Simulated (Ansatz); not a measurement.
# Gallium, omega (AlB2-type) under r²SCAN: ground state and equation of state, part 2 of 2

What does r²SCAN give for gallium in the omega (AlB2-type) structure? We relax it, solve it on a dense k-mesh, then scale the cell to 7 volumes from 88 to 112 % of the relaxed one and try a fit of the equation of state. Spin polarisation is left out. The k-meshes are 8×8×11 for the relaxation; 11×11×14 for the dense run; 9×9×12 for the volumes.

Ansatz 0.2.0; DFT, r2SCAN, plane waves (500 eV) with PAW, scalar-relativistic.

## Step 5: At 92 % of the relaxed volume

input.yaml reads:

```yaml
crystal:
  lattice:
    - [4.4760119016, 0.0, 0.0]
    - [-2.2380059508, 3.8763400144, 0.0]
    - [0.0, 0.0, 2.9129160154]
  atoms:
    - { symbol: Ga, position: [0.0, 1.0, 0.0] }
    - { symbol: Ga, position: [0.3333333333, 0.6666666667, 0.5] }
    - { symbol: Ga, position: [0.6666666667, 0.3333333333, 0.5] }
hamiltonian:
  xc: r2scan
  pseudopotentials:
    kind: paw
    azcp:
      Ga: "pseudopotentials/Ga.paw.azcp"
basis:
  ecutwfc: 500
  fft_grid_basis: typed
kpoints:
  mp_grid: { grid: [9, 9, 12], shift: [0, 0, 0] }
magnetization:
  spin_polarized: false
scf:
  occupations: { method: fermi_dirac, width: 0.1 }
  lower_state_search: "off"
output:
  stress: true
```

Started as:

```sh
$ ansatz run input.yaml --threads 1 --pin off --max-ram 3584MiB --backend cpu --events-out ev --progress --plain --runs-dir out
```

Output, shortened:

```text
[...]
Pseudopotentials: kind: paw
Pseudopotential: Ga, paw, valence charge 13, recommended cutoff 500 eV (meta_gga), <dir>
Functional definition: r2SCAN
[...]
Crystal: 3 atoms, lattice volume = 50.541 Å³
Basis set: ecut = 500 eV, 1277 PW (Γ), exchange–correlation on 144×144×96 points (64 copies of the dense FFT grid, shifted against one another)
Bands: 24, of which v1, the nominal top of the filled ones, is band 20 counted from 1 (19 counted from 0)
Symmetry: 24 space group operations
Space group: P6/mmm (ITA 191), of the structure as read, at distance tolerance 3.7e-5 Å
k-points: 84 of 972
[...]
SCF iter   1: F=-11370.182533 eV  HF=-11370.201714 eV  |F-HF|=1.92e-2  |Δ(HF+E_count)|=         —  Δρ=1.22e-2  dr2=2.87e-2  dr2_τ=2.55e-3  ethr=1.77e-3  ⟨swp⟩=5.1  Hψ=8475  notcnv=0
[...]
SCF iter   6: F=-11370.212043 eV  HF=-11370.212043 eV  |F-HF|=5.44e-9  |Δ(HF+E_count)|=   3.82e-7  Δρ=1.46e-5  dr2=8.09e-8  dr2_τ=8.33e-10  ethr=2.56e-10  ⟨swp⟩=5.0  Hψ=8460  notcnv=0
[...]
SCF converged after 6 iterations
Free energy (F): -11370.212043 eV
[...]
E sigma→0 (E₀):  -11370.191949 eV
Entropy (-TS):   -0.040188 eV (-13.396 meV/atom)
Fermi energy:    11.231807 eV
[...]
--- Stress (GPa, compression-positive) ---
        6.076161      -0.000000       0.000000
        0.000000       6.076161       0.000000
        0.000000       0.000000       5.210659
  P = ⅓ Tr σ = 5.7877 GPa (57.877 kbar)
```

Run time: 15 s. Hardware: 1 thread of Intel Xeon Platinum 8259CL at 2.50GHz (Skylake/Cascade Lake), shared host; peak memory 0.7 GiB.

## Step 6: At 96 % of the relaxed volume

Edit input.yaml of step 5 so:

```diff
@@ -2,5 +2,5 @@
   lattice:
-    - [4.4760119016, 0.0, 0.0]
-    - [-2.2380059508, 3.8763400144, 0.0]
-    - [0.0, 0.0, 2.9129160154]
+    - [4.539963569, 0.0, 0.0]
+    - [-2.2699817845, 3.931723783, 0.0]
+    - [0.0, 0.0, 2.9545347243]
   atoms:
```

Started as:

```sh
$ ansatz run input.yaml --threads 1 --pin off --max-ram 3584MiB --backend cpu --events-out ev --progress --plain --runs-dir out
```

Output, shortened:

```text
[...]
[... 3 set-up lines as earlier in the session ...]
[...]
Crystal: 3 atoms, lattice volume = 52.738 Å³
Basis set: ecut = 500 eV, 1361 PW (Γ), exchange–correlation on 144×144×96 points (64 copies of the dense FFT grid, shifted against one another)
Bands: 24, of which v1, the nominal top of the filled ones, is band 20 counted from 1 (19 counted from 0)
[... 2 set-up lines as earlier in the session ...]
k-points: 84 of 972
[...]
SCF iter   1: F=-11370.239528 eV  HF=-11370.260054 eV  |F-HF|=2.05e-2  |Δ(HF+E_count)|=         —  Δρ=1.21e-2  dr2=2.85e-2  dr2_τ=1.94e-3  ethr=1.77e-3  ⟨swp⟩=5.0  Hψ=8541  notcnv=0
[...]
SCF iter   7: F=-11370.268329 eV  HF=-11370.268329 eV  |F-HF|=1.13e-8  |Δ(HF+E_count)|=   1.77e-8  Δρ=5.27e-6  dr2=5.94e-9  dr2_τ=1.99e-10  ethr=2.42e-10  ⟨swp⟩=4.3  Hψ=7433  notcnv=0
[...]
SCF converged after 7 iterations
Free energy (F): -11370.268329 eV
[...]
E sigma→0 (E₀):  -11370.247271 eV
Entropy (-TS):   -0.042116 eV (-14.039 meV/atom)
Fermi energy:    10.597628 eV
[...]
--- Stress (GPa, compression-positive) ---
        2.618478       0.000000       0.000000
        0.000000       2.618478       0.000000
        0.000000       0.000000       2.420732
  P = ⅓ Tr σ = 2.5526 GPa (25.526 kbar)
```

Run time: 20 s. Hardware: 1 thread of Intel Xeon Platinum 8259CL at 2.50GHz (Skylake/Cascade Lake), shared host; peak memory 0.71 GiB.

## Step 7: At 100 % of the relaxed volume

Edit input.yaml of step 6 so:

```diff
@@ -2,5 +2,5 @@
   lattice:
-    - [4.539963569, 0.0, 0.0]
-    - [-2.2699817845, 3.931723783, 0.0]
-    - [0.0, 0.0, 2.9545347243]
+    - [4.6021625799, 0.0, 0.0]
+    - [-2.3010812899, 3.9855897065, 0.0]
+    - [0.0, 0.0, 2.9950128326]
   atoms:
```

Started as:

```sh
$ ansatz run input.yaml --threads 1 --pin off --max-ram 3584MiB --backend cpu --events-out ev --progress --plain --runs-dir out
```

Output, shortened:

```text
[...]
[... 3 set-up lines as earlier in the session ...]
[...]
Crystal: 3 atoms, lattice volume = 54.936 Å³
Basis set: ecut = 500 eV, 1385 PW (Γ), exchange–correlation on 144×144×96 points (64 copies of the dense FFT grid, shifted against one another)
Bands: 24, of which v1, the nominal top of the filled ones, is band 20 counted from 1 (19 counted from 0)
[... 2 set-up lines as earlier in the session ...]
k-points: 84 of 972
[...]
SCF iter   1: F=-11370.256457 eV  HF=-11370.278711 eV  |F-HF|=2.23e-2  |Δ(HF+E_count)|=         —  Δρ=1.19e-2  dr2=2.84e-2  dr2_τ=1.49e-3  ethr=1.77e-3  ⟨swp⟩=5.0  Hψ=8395  notcnv=0
[...]
SCF iter   6: F=-11370.285272 eV  HF=-11370.285272 eV  |F-HF|=1.06e-7  |Δ(HF+E_count)|=   4.22e-7  Δρ=1.65e-5  dr2=9.00e-8  dr2_τ=1.27e-9  ethr=2.56e-10  ⟨swp⟩=3.2  Hψ=9274  notcnv=0
[...]
SCF converged after 6 iterations
Free energy (F): -11370.285272 eV
[...]
E sigma→0 (E₀):  -11370.263323 eV
Entropy (-TS):   -0.043898 eV (-14.633 meV/atom)
Fermi energy:    10.014251 eV
[...]
--- Stress (GPa, compression-positive) ---
       -0.070022       0.000000       0.000000
       -0.000000      -0.070022       0.000000
        0.000000       0.000000       0.204009
  P = ⅓ Tr σ = 0.0213 GPa (0.213 kbar)
```

It took 22 s on 1 thread of Intel Xeon Platinum 8259CL at 2.50GHz (Skylake/Cascade Lake), shared host; peak memory 0.71 GiB.

## Step 8: At 104 % of the relaxed volume

Edit input.yaml of step 7 so:

```diff
@@ -2,5 +2,5 @@
   lattice:
-    - [4.6021625799, 0.0, 0.0]
-    - [-2.3010812899, 3.9855897065, 0.0]
-    - [0.0, 0.0, 2.9950128326]
+    - [4.6627242957, 0.0, 0.0]
+    - [-2.3313621479, 4.0380376909, 0.0]
+    - [0.0, 0.0, 3.034425416]
   atoms:
```

Started as:

```sh
$ ansatz run input.yaml --threads 1 --pin off --max-ram 3584MiB --backend cpu --events-out ev --progress --plain --runs-dir out
```

Output, shortened:

```text
[...]
[... 3 set-up lines as earlier in the session ...]
[...]
Crystal: 3 atoms, lattice volume = 57.133 Å³
Basis set: ecut = 500 eV, 1457 PW (Γ), exchange–correlation on 144×144×96 points (64 copies of the dense FFT grid, shifted against one another)
Bands: 24, of which v1, the nominal top of the filled ones, is band 20 counted from 1 (19 counted from 0)
[... 2 set-up lines as earlier in the session ...]
k-points: 84 of 972
[...]
SCF iter   1: F=-11370.247121 eV  HF=-11370.267158 eV  |F-HF|=2.00e-2  |Δ(HF+E_count)|=         —  Δρ=1.13e-2  dr2=2.62e-2  dr2_τ=1.16e-3  ethr=1.77e-3  ⟨swp⟩=5.0  Hψ=8182  notcnv=0
[...]
SCF iter   7: F=-11370.271426 eV  HF=-11370.271426 eV  |F-HF|=9.70e-9  |Δ(HF+E_count)|=   3.05e-7  Δρ=7.46e-6  dr2=1.25e-8  dr2_τ=2.77e-10  ethr=2.56e-10  ⟨swp⟩=4.2  Hψ=7354  notcnv=0
[...]
SCF converged after 7 iterations
Free energy (F): -11370.271426 eV
[...]
E sigma→0 (E₀):  -11370.248618 eV
Entropy (-TS):   -0.045617 eV (-15.206 meV/atom)
Fermi energy:    9.475798 eV
[...]
--- Stress (GPa, compression-positive) ---
       -2.155102      -0.000000       0.000000
       -0.000000      -2.155102       0.000000
        0.000000       0.000000      -1.566389
  P = ⅓ Tr σ = -1.9589 GPa (-19.589 kbar)
```

Run time: 21 s. Hardware: 1 thread of Intel Xeon Platinum 8259CL at 2.50GHz (Skylake/Cascade Lake), shared host; peak memory 0.71 GiB.

## Step 9: At 108 % of the relaxed volume

Edit input.yaml of step 8 so:

```diff
@@ -2,5 +2,5 @@
   lattice:
-    - [4.6627242957, 0.0, 0.0]
-    - [-2.3313621479, 4.0380376909, 0.0]
-    - [0.0, 0.0, 3.034425416]
+    - [4.7217523885, 0.0, 0.0]
+    - [-2.3608761943, 4.0891575188, 0.0]
+    - [0.0, 0.0, 3.0728399423]
   atoms:
@@ -27 +27,5 @@
   stress: true
+  write_density: true
+  write_potential: true
+  elf: true
+  volumetric_format: npy
```

Started as:

```sh
$ ansatz run input.yaml --threads 1 --pin off --max-ram 3584MiB --backend cpu --events-out ev --progress --plain --runs-dir out
```

Output, shortened:

```text
[...]
[... 3 set-up lines as earlier in the session ...]
[...]
Crystal: 3 atoms, lattice volume = 59.330 Å³
Basis set: ecut = 500 eV, 1505 PW (Γ), exchange–correlation on 144×144×96 points (64 copies of the dense FFT grid, shifted against one another)
Bands: 24, of which v1, the nominal top of the filled ones, is band 20 counted from 1 (19 counted from 0)
[... 2 set-up lines as earlier in the session ...]
k-points: 84 of 972
[...]
SCF iter   1: F=-11370.209062 eV  HF=-11370.231116 eV  |F-HF|=2.21e-2  |Δ(HF+E_count)|=         —  Δρ=1.11e-2  dr2=2.62e-2  dr2_τ=9.11e-4  ethr=1.77e-3  ⟨swp⟩=5.1  Hψ=8069  notcnv=0
[...]
SCF iter   7: F=-11370.233529 eV  HF=-11370.233529 eV  |F-HF|=1.02e-8  |Δ(HF+E_count)|=   3.44e-7  Δρ=7.71e-6  dr2=1.51e-8  dr2_τ=2.95e-10  ethr=2.56e-10  ⟨swp⟩=9.0  Hψ=14029  notcnv=0
[...]
SCF converged after 7 iterations
Free energy (F): -11370.233529 eV
[...]
E sigma→0 (E₀):  -11370.209903 eV
Entropy (-TS):   -0.047252 eV (-15.751 meV/atom)
Fermi energy:    8.977782 eV
[...]
--- Stress (GPa, compression-positive) ---
       -3.765311      -0.000000       0.000000
       -0.000000      -3.765311       0.000000
        0.000000       0.000000      -2.980945
  P = ⅓ Tr σ = -3.5039 GPa (-35.039 kbar)
--- Band table (eV; the first three rows and the last of 84) ---
  k-point 0: bands = ["-6.5824", "-6.4155", "-6.4126", "-6.4126", "-6.3754", "-6.3609", "-6.3609", "-6.3592", "-6.3592", "-6.3534", "-6.3534", "-6.3197", "-6.3197", "-6.2101", "-6.2101", "-2.2897", "6.4281", "6.7540", "7.8678", "7.8678", "8.0837", "8.0837", "13.6660", "17.3694"]
[...]
```

It took 26 s on 1 thread of Intel Xeon Platinum 8259CL at 2.50GHz (Skylake/Cascade Lake), shared host; peak memory 0.72 GiB.

## Step 10: At 112 % of the relaxed volume

Edit input.yaml of step 9 so:

```diff
@@ -2,5 +2,5 @@
   lattice:
-    - [4.7217523885, 0.0, 0.0]
-    - [-2.3608761943, 4.0891575188, 0.0]
-    - [0.0, 0.0, 3.0728399423]
+    - [4.7793404103, 0.0, 0.0]
+    - [-2.3896702052, 4.1390302087, 0.0]
+    - [0.0, 0.0, 3.1103172937]
   atoms:
```

Started as:

```sh
$ ansatz run input.yaml --threads 1 --pin off --max-ram 3584MiB --backend cpu --events-out ev --progress --plain --runs-dir out
```

Output, shortened:

```text
[...]
[... 3 set-up lines as earlier in the session ...]
[...]
Crystal: 3 atoms, lattice volume = 61.528 Å³
Basis set: ecut = 500 eV, 1577 PW (Γ), exchange–correlation on 144×144×96 points (64 copies of the dense FFT grid, shifted against one another)
Bands: 24, of which v1, the nominal top of the filled ones, is band 20 counted from 1 (19 counted from 0)
[... 2 set-up lines as earlier in the session ...]
k-points: 84 of 972
[...]
SCF iter   1: F=-11370.152564 eV  HF=-11370.176077 eV  |F-HF|=2.35e-2  |Δ(HF+E_count)|=         —  Δρ=1.09e-2  dr2=2.58e-2  dr2_τ=7.26e-4  ethr=1.77e-3  ⟨swp⟩=5.1  Hψ=7964  notcnv=0
[...]
SCF iter   8: F=-11370.176885 eV  HF=-11370.176885 eV  |F-HF|=1.05e-8  |Δ(HF+E_count)|=   1.19e-7  Δρ=4.57e-6  dr2=2.01e-8  dr2_τ=9.73e-11  ethr=2.56e-10  ⟨swp⟩=7.7  Hψ=12292  notcnv=0
[...]
SCF converged after 8 iterations
Free energy (F): -11370.176885 eV
[...]
E sigma→0 (E₀):  -11370.152509 eV
Entropy (-TS):   -0.048754 eV (-16.251 meV/atom)
Fermi energy:    8.516690 eV
[...]
--- Stress (GPa, compression-positive) ---
       -5.008409       0.000000       0.000000
        0.000000      -5.008409       0.000000
        0.000000       0.000000      -4.099718
  P = ⅓ Tr σ = -4.7055 GPa (-47.055 kbar)
--- Band table (eV; the first three rows and the last of 84) ---
  k-point 0: bands = ["-7.0002", "-6.8473", "-6.8441", "-6.8441", "-6.8118", "-6.7995", "-6.7995", "-6.7948", "-6.7948", "-6.7909", "-6.7909", "-6.7563", "-6.7563", "-6.6611", "-6.6611", "-2.4735", "5.8693", "6.2041", "7.4861", "7.4861", "7.7109", "7.7109", "13.0985", "16.7812"]
[...]
```

It took 25 s on 1 thread of Intel Xeon Platinum 8259CL at 2.50GHz (Skylake/Cascade Lake), shared host; peak memory 0.72 GiB.

## Step 11: Fitting the volumes

The cell was scaled evenly, with its shape and the fractional positions fixed.

```
V (Å³/atom)  E − E₀ (meV/atom)  P from the stress (GPa)  P from the fit (GPa)
     16.114               59.0                     9.93                  9.86
     16.847               23.8                     5.79                  5.72
     17.579                5.3                     2.55                  2.48
     18.312                0.0                     0.02                 -0.04
     19.044                4.9                    -1.96                 -2.02
     19.777               17.8                    -3.50                 -3.56
     20.509               36.9                    -4.71                 -4.76
```

Fit (Birch-Murnaghan, third order): V₀ = 18.298 Å³/atom, B₀ = 56 GPa, B₀′ = 5.1, largest residual 0.01 meV/atom.

The fit is made to E(σ → 0), while the stress belongs to the free energy F; that is one source of the offset between the two pressures.

## Step 12: Results

What follows sums up all 2 parts.

| quantity | value |
| --- | --- |
| space group (spins left aside) | P6/mmm (No. 191) |
| conventional cell | a = 4.602 Å, c = 2.995 Å (c/a = 0.651) |
| volume | 18.312 Å³/atom |
| shortest distance | 2.657 Å |
| gap on the mesh | none (levels filled in part) |
| relative to alpha-Ga (Cmce) | +174 meV/atom |
| highest ELF outside the cores | 0.51, 1.33 Å from the nearest atom |
| V₀, B₀, B₀′ | 18.298 Å³/atom, 56 GPa, 5.1 |

The relaxation shrank the cell by 6.5 % in volume. Against the reference form of gallium (alpha-Ga (Cmce), computed apart with the same settings) it stands 174 meV/atom higher, so it is far from stable. No gap shows: it is a metal or semimetal at this level. The fitted modulus is 56 GPa; letting shape and positions relax at each volume could only lower it. Relaxation kept the symmetry; phonons were not checked.
